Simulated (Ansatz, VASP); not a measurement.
## Ru: VASP beside Ansatz

```xyz
2
Lattice="2.6897 0.0000 0.0000 -1.3448 2.3293 0.0000 0.0000 0.0000 4.3544" Properties=species:S:1:pos:R:3 pbc="T T T"
Ru    0.0000    1.5529    1.0886
Ru    1.3448    0.7764    3.2658
```

Alike in both runs: task single point; functional PBEsol; k mesh 18 × 18 × 10; occupations gaussian, width 0.15 eV; no spin polarisation.

|  | VASP | Ansatz |
| --- | --- | --- |
| version | VASP 6.6.1 | Ansatz 0.2.0 |
| potentials or method | VASP PAW PBE potentials, release 64 (Ru_pv) | scalar-relativistic, plane waves, PAW |
| plane-wave cutoff (eV) | 520 | 420 |
| valence electrons in the cell | 28 | 32 |

|  | VASP | Ansatz | Ansatz less VASP |
| --- | --- | --- | --- |
| gap on the k mesh at the Fermi level (eV) | none | none | - |
| pressure (GPa) | -8.0 | -7.9 | +0.10 |
| largest component of the traceless stress (GPa) | 7.47 | 7.48 | +0.011 |

A gap of «none» marks a metal or a gap that the smearing closes. The two sets of potentials don't hold the same shells in valence. Ansatz warned: «pseudo_functional_mismatch».

Caveats: the PAW data sets were made with another functional, which shifts forces and pressure a little (VASP).
